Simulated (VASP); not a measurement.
# Sb2Se5 (P-3m1) in VASP: notebook

The runs below take Sb2Se5 through relaxation of cell and atoms, with PBE.

Everything below comes from runs of VASP 6.6.1. Logs are shortened: lines on timing, memory, paths and dates and some standing lists are left out, and cuts for length are marked.

## Step 1: Starting point

Symmetry: P-3m1, No. 164, trigonal system. The conventional cell has a = 4.028 Å, b = 4.028 Å, c = 14.975 Å, α = 90.00°, β = 90.00°, γ = 120.00°. Around Sb (site symmetry 3m) lie 6 Se at 2.80 to 3.01 Å. Se (site symmetry 3m) has 1 Se at 2.20 Å as nearest neighbours. Se (site symmetry 3m) is surrounded by 3 Sb at 2.80 Å. Around Se (site symmetry -3m) lie 6 Sb at 3.01 Å.

The cell was built by a generator and needn't be a form met in nature.

## Step 2: Relaxation of cell and atoms, PBE

INCAR

```
SYSTEM = Sb2Se5
PREC = Accurate
ENCUT = 520
EDIFF = 1E-6
ISMEAR = 0
SIGMA = 0.1
LREAL = .FALSE.
LASPH = .TRUE.
NELM = 120
ALGO = Normal
ISIF = 3
LWAVE = .FALSE.
LCHARG = .FALSE.
GGA = PE
IBRION = 2
NSW = 90
EDIFFG = -0.01
KPAR = 4
```

KPOINTS

```
Automatic mesh
0
G
  8 8 2
  0 0 0
```

POSCAR

```
Sb2Se5
1.0
    4.0278483100      0.0000000000      0.0000000000
   -2.0139241500      3.4882189600      0.0000000000
    0.0000000000      0.0000000000     14.9750000000
Sb Se
2 5
Direct
    0.6666666700      0.3333333300      0.8724540900
    0.3333333300      0.6666666700      0.1275459100
    0.0000000000      0.0000000000      0.4266444100
    0.0000000000      0.0000000000      0.5733555900
    0.3333333300      0.6666666700      0.7677462400
    0.6666666700      0.3333333300      0.2322537600
    0.0000000000      0.0000000000      0.0000000000
```

Potentials or basis: VASP PAW PBE potentials, release 64 (Sb, Se).

On the command line:

```console
> cat potpaw_PBE.64/Sb/POTCAR potpaw_PBE.64/Se/POTCAR > POTCAR
> mpirun -np 4 vasp_std > vasp.out
```

OUTCAR:

```text
SYSTEM = Sb2Se5
   PREC = Accurate
   ENCUT = 520
   EDIFF = 1E-6
   ISMEAR = 0
   LREAL = .FALSE.
   LASPH = .TRUE.
   NELM = 120
   ISIF = 3
   GGA = PE
   IBRION = 2
   NSW = 90
   EDIFFG = -0.01

 ion  position               nearest neighbor table
   1  0.667  0.333  0.872-   5 2.80   5 2.80   5 2.80   7 3.01   7 3.01   7 3.01
   2  0.333  0.667  0.128-   6 2.80   6 2.80   6 2.80   7 3.01   7 3.01   7 3.01
   3  0.000  0.000  0.427-   4 2.20
   4  0.000  0.000  0.573-   3 2.20
   5  0.333  0.667  0.768-   1 2.80   1 2.80   1 2.80
   6  0.667  0.333  0.232-   2 2.80   2 2.80   2 2.80
   7  0.000  0.000  0.000-   1 3.01   2 3.01   2 3.01   1 3.01   1 3.01   2 3.01

  LATTYP: Found a hexagonal cell.
 ALAT       =     4.0278483100
 C/A-ratio  =     3.7178659293

  Lattice vectors:

 A1 = (   4.0278483100,   0.0000000000,   0.0000000000)
 A2 = (  -2.0139241500,   3.4882189600,   0.0000000000)
 A3 = (   0.0000000000,   0.0000000000,  14.9750000000)

Analysis of symmetry for initial positions (statically):
=====================================================================
 Subroutine PRICEL returns:
 Original cell was already a primitive cell.

 Routine SETGRP: Setting up the symmetry group for a
 hexagonal supercell.

 Subroutine GETGRP returns: Found 12 space group operations
 (whereof 12 operations were pure point group operations)
 out of a pool of 24 trial point group operations.

The static configuration has the point symmetry D_3d.

Analysis of symmetry for dynamics (positions and initial velocities):
=====================================================================
 Subroutine PRICEL returns:
 Original cell was already a primitive cell.

 Routine SETGRP: Setting up the symmetry group for a
 hexagonal supercell.

 Subroutine GETGRP returns: Found 12 space group operations
 (whereof 12 operations were pure point group operations)
 out of a pool of 24 trial point group operations.

The dynamic configuration has the point symmetry D_3d.

 Subroutine INISYM returns: Found 12 space group operations
 (whereof 12 operations are pure point group operations),
 and found     1 'primitive' translations

----------------------------------------------------------------------------------------

                                     Primitive cell

  volume of cell :     210.3990

  direct lattice vectors                    reciprocal lattice vectors
     4.027848310  0.000000000  0.000000000     0.248271514  0.143339625  0.000000000
    -2.013924150  3.488218960  0.000000000     0.000000000  0.286679251  0.000000000
     0.000000000  0.000000000 14.975000000     0.000000000  0.000000000  0.066777963

  length of vectors
     4.027848310  4.027848308 14.975000000     0.286679251  0.286679251  0.066777963

  position of ions in fractional coordinates (direct lattice)
     0.666666670  0.333333330  0.872454090
     0.333333330  0.666666670  0.127545910
     0.000000000  0.000000000  0.426644410
     0.000000000  0.000000000  0.573355590
     0.333333330  0.666666670  0.767746240
     0.666666670  0.333333330  0.232253760
     0.000000000  0.000000000  0.000000000

  ion indices of the primitive-cell ions
   primitive index   ion index
                 1           1
                 2           2
                 3           3
                 4           4
                 5           5
                 6           6
                 7           7

----------------------------------------------------------------------------------------

 KPOINTS: Automatic mesh

Automatic generation of k-mesh.
 Grid dimensions read from file:
 generate k-points for:    8    8    2

 Generating k-lattice:

  Cartesian coordinates                     Fractional coordinates (reciprocal lattice)
     0.031033939  0.017917453  0.000000000     0.125000000  0.000000000  0.000000000
     0.000000000  0.035834906  0.000000000     0.000000000  0.125000000  0.000000000
     0.000000000  0.000000000  0.033388982     0.000000000  0.000000000  0.500000000

  Length of vectors
     0.035834906  0.035834906  0.033388982

  Shift w.r.t. Gamma in fractional coordinates (k-lattice)
     0.000000000  0.000000000  0.000000000

 Subroutine IBZKPT returns following result:
 ===========================================

 Found     20 irreducible k-points:

 Following reciprocal coordinates:
            Coordinates               Weight
  0.000000  0.000000  0.000000      1.000000
  0.125000  0.000000  0.000000      6.000000
  0.250000  0.000000  0.000000      6.000000
  0.375000  0.000000  0.000000      6.000000
  0.500000  0.000000  0.000000      3.000000
  0.125000  0.125000  0.000000      6.000000
[... 12 lines left out ...]
  0.250000  0.250000  0.500000      6.000000
  0.375000  0.250000  0.500000      6.000000
   k-points           NKPTS =     20   k-points in BZ     NKDIM =     20   number of bands    NBANDS=     24
   number of dos      NEDOS =    301   number of ions     NIONS =      7
   total plane-waves  NPLWV = 100800
   dimension x,y,z NGX =    30 NGY =   30 NGZ =  112
   dimension x,y,z NGXF=    60 NGYF=   60 NGZF=  224
   ions per type =               2   5
   NGX,Y,Z   is equivalent  to a cutoff of  12.38, 12.38, 12.43 a.u.
   NGXF,Y,Z  is equivalent  to a cutoff of  24.76, 24.76, 24.87 a.u.
 SYSTEM =  Sb2Se5
   PREC   = accura    normal or accurate (medium, high low for compatibility)
   ISTART =      0    job   : 0-new  1-cont  2-samecut
   ICHARG =      2    charge: 1-file 2-atom 10-const
   ISPIN  =      1    spin polarized calculation?
   LNONCOLLINEAR =      F non collinear calculations
   LSORBIT =      F    spin-orbit coupling
   LASPH  =      T    aspherical Exc in radial PAW
   ENCUT  =  520.0 eV  38.22 Ry    6.18 a.u.   7.49  7.49 27.84*2*pi/ulx,y,z
   NELM   =    120;   NELMIN=  2; NELMDL= -5     # of ELM steps
   EDIFF  = 0.1E-05   stopping-criterion for ELM
   LREAL  =      F    real-space projection
   EDIFFG = -.1E-01   stopping-criterion for IOM
   NSW    =     90    number of steps for IOM
   IBRION =      2    ionic relax: 0-MD 1-quasi-New 2-CG
   NFREE  =      1    steps in history (QN), initial steepest desc. (CG)
   ISIF   =      3    stress and relaxation
   ISYM   =      2    0-nonsym 1-usesym 2-fastsym
   POTIM  = 0.5000    time-step for ionic-motion
   TEBEG  =    0.0;   TEEND  =   0.0 temperature during run
   PSTRESS=    0.0 pullay stress
   NELECT =      40.0000    total number of electrons
   NUPDOWN=      -1.0000    fix difference up-down
   EMIN   =  10.00;   EMAX   =-10.00  energy-range for DOS
   EFERMI =   0.00;   METHOD = LEGACY
   ISMEAR =     0;   SIGMA  =   0.10  broadening in eV -4-tet -1-fermi 0-gaus
   EFERMI_NEDOS =   21; number of points for ismear=-14 and -15
   IALGO  =     38    algorithm
   IMIX   =      4    mixing-type and parameters
     AMIX     =   0.40;   BMIX     =  1.00
     AMIX_MAG =   1.60;   BMIX_MAG =  1.00
  volume/ion in A,a.u.               =      30.06       202.83
  Fermi-wavevector in a.u.,A,eV,Ry     =   0.941341  1.778876 12.056432  0.886123
  Thomas-Fermi vector in A             =   2.068842
   LORBIT       =      0    0 simple, 1 ext, 2 COOP (PROOUT), +10 PAW based schemes
   GGA     = PE    functional components
   LHFCALC =     F    Hartree Fock is set to
   AEXX    =    0.0000 exact exchange contribution
   IVDW    =     0    specifies the selected vdW correction
   LEPSILON=     F    determine dielectric tensor
   LRPA    =     F    only Hartree local field effects (RPA)
 conjugate gradient relaxation of ions
 non-spin polarized calculation
 Gauss-broadening in eV      SIGMA  =   0.10
  energy-cutoff  :      520.00
  volume of cell :      210.40
 maximum number of plane-waves:      5720
 NGX is ok and might be reduce to    30
   NGX = 15   NGY = 15   NGZ = 55

--------------------------------------- Ionic step        1  -------------------------------------------

 number of electron      40.0000000 magnetization

 Free energy of the ion-electron system (eV)
  ---------------------------------------------------
  ext. energy  EPLUGINS =         0.00000000
  ---------------------------------------------------
  free energy    TOTEN  =       -26.35114992 eV

  energy without entropy =      -26.33969206  energy(sigma->0) =      -26.34542099

------------------------ aborting loop because EDIFF is reached ----------------------------------------

  FORCE on cell =-STRESS in cart. coord.  units (eV):
  Direction    XX          YY          ZZ          XY          YZ          ZX
  --------------------------------------------------------------------------------------
  -------------------------------------------------------------------------------------
  Total       -0.7340136     -0.7340136      0.8044431     -0.0000000      0.0000000      0.0000000
  in kB       -5.5894749     -5.5894749      6.1257919     -0.0000000      0.0000000      0.0000000
  external PRESSURE =      -1.6843860 kB  Pullay stress =       0.0000000 kB
[... 104 lines left out ...]
  FREE ENERGIE OF THE ION-ELECTRON SYSTEM (eV)
  ---------------------------------------------------
  free  energy   TOTEN  =       -26.3677249625 eV

  energy  without entropy=      -26.3577484467  energy(sigma->0) =      -26.36273670

[... ionic steps 4 to 27 ...]

--------------------------------------- Ionic step       28  -------------------------------------------

 number of electron      40.0000005 magnetization

------------------------ aborting loop because EDIFF is reached ----------------------------------------

  FORCE on cell =-STRESS in cart. coord.  units (eV):
  Direction    XX          YY          ZZ          XY          YZ          ZX
  --------------------------------------------------------------------------------------
  -------------------------------------------------------------------------------------
  Total        0.0179721      0.0179721     -0.0437835      0.0000000      0.0000000     -0.0000000
  in kB        0.1333803      0.1333803     -0.3249405      0.0000000      0.0000000     -0.0000000
  external PRESSURE =      -0.0193933 kB  Pullay stress =       0.0000000 kB
[... 67 lines left out ...]
  energy  without entropy=      -26.3735659936  energy(sigma->0) =      -26.37815912

--------------------------------------- Ionic step       30  -------------------------------------------

 number of electron      40.0000006 magnetization

 Free energy of the ion-electron system (eV)
  ---------------------------------------------------
  ext. energy  EPLUGINS =         0.00000000
  ---------------------------------------------------
  free energy    TOTEN  =       -26.38275225 eV

  energy without entropy =      -26.37356475  energy(sigma->0) =      -26.37815850

 E-fermi :   3.3255     XC(G=0):  -8.6120

 val. band max:        3.2943308609   @ k =   0.2500   0.2500   0.5000
 cond. band min:       3.3323751107   @ k =   0.1250   0.1250   0.0000
 fundamental gap:      0.0380442498
 Fermi energy:         3.3254841922

 k-point     1 :       0.0000    0.0000    0.0000
  band No.  band energies     occupation
      1     -11.5008      2.00000
      2     -11.2238      2.00000
      3     -10.7801      2.00000
      4      -9.9360      2.00000
      5      -7.7398      2.00000
      6      -5.9110      2.00000
[... 563 lines left out ...]
  FREE ENERGIE OF THE ION-ELECTRON SYSTEM (eV)
  ---------------------------------------------------
  free  energy   TOTEN  =       -26.3827522458 eV

  energy  without entropy=      -26.3735647500  energy(sigma->0) =      -26.37815850

 reached required accuracy - stopping structural energy minimisation
```

It took 9.8 min on 4 MPI ranks of Intel Xeon Platinum 8259CL at 2.50GHz (Skylake/Cascade Lake), shared host; peak memory 0.38 GiB.

What came out:

| Quantity | Value |
| --- | --- |
| Free energy | -26.3828 eV |
| Relaxed volume | 30.77 Å³/atom |
| Relaxed cell | a = 3.974 Å, b = 3.974 Å, c = 15.744 Å, α = 90.00°, β = 90.00°, γ = 120.00° |
| Space group after relaxing (to 0.05 Å) | P-3m1 (No. 164) |
| Energy gained by relaxing | 4.5 meV/atom |
| Ionic steps | 30 |
| Pressure after relaxing | 0.0 GPa |
| Largest force after relaxing | 0.010 eV/Å |
| Band gap on the k mesh | none (metal or under the smearing width) |

Forces on the atoms (eV/Å):
```
Sb   0.000  0.000  0.010
Sb   0.000  0.000 -0.010
Se   0.000  0.000 -0.009
Se   0.000  0.000  0.009
Se   0.000  0.000 -0.003
Se   0.000  0.000  0.003
Se   0.000  0.000  0.000
```

Step by step:
```tsv
step	energy change (eV)	largest force (eV/Å)	pressure (GPa)	volume (Å³)
1	0.0000	0.1074	-0.17	210.40
2	-0.0111	0.1851	-0.15	209.43
3	-0.0166	0.3389	-0.10	208.19
4	-0.0195	0.1219	0.35	207.12
5	-0.0201	0.0620	0.22	207.41
6	-0.0217	0.0623	0.12	208.05
7	-0.0227	0.0861	-0.04	209.11
8	-0.0233	0.0521	-0.01	209.09
9	-0.0234	0.0637	0.02	209.08
10	-0.0239	0.0713	0.08	209.14
11	-0.0243	0.0809	0.16	209.22
12	-0.0245	0.0778	0.15	209.34
13	-0.0253	0.0680	0.11	209.69
14	-0.0266	0.0482	0.05	210.38
15	-0.0282	0.0540	-0.09	211.78
16	-0.0281	0.1893	-0.34	214.60
17	-0.0287	0.1184	-0.22	213.13
18	-0.0291	0.0989	-0.19	213.31
19	-0.0298	0.0398	-0.13	213.88
20	-0.0297	0.0858	0.01	215.01
21	-0.0300	0.0488	-0.06	214.42
22	-0.0303	0.0407	-0.04	214.42
23	-0.0307	0.0305	0.02	214.41
24	-0.0303	0.1061	0.15	214.41
25	-0.0308	0.0503	0.05	214.41
26	-0.0310	0.0414	0.05	214.56
27	-0.0315	0.0150	0.03	215.00
28	-0.0314	0.0411	0.00	215.88
29	-0.0316	0.0108	0.01	215.40
30	-0.0316	0.0099	0.02	215.37
```

Final structure:
```cif
data_structure
_symmetry_space_group_name_H-M 'P 1'
_symmetry_Int_Tables_number 1
_cell_length_a 3.9744
_cell_length_b 3.9744
_cell_length_c 15.7441
_cell_angle_alpha 90.000
_cell_angle_beta 90.000
_cell_angle_gamma 120.000
_cell_volume 215.37
loop_
_atom_site_label
_atom_site_type_symbol
_atom_site_fract_x
_atom_site_fract_y
_atom_site_fract_z
_atom_site_occupancy
Sb1 Sb 0.66667 0.33333 0.87721 1
Sb2 Sb 0.33333 0.66667 0.12279 1
Se1 Se 0.00000 0.00000 0.43043 1
Se2 Se 0.00000 0.00000 0.56957 1
Se3 Se 0.33333 0.66667 0.77546 1
Se4 Se 0.66667 0.33333 0.22454 1
Se5 Se 0.00000 0.00000 0.00000 1
```

Caveat: this functional lacks dispersion, which binds the layers, so the pressure and a relaxed spacing across them are unreliable.

(Continued in part 2 of 2.)
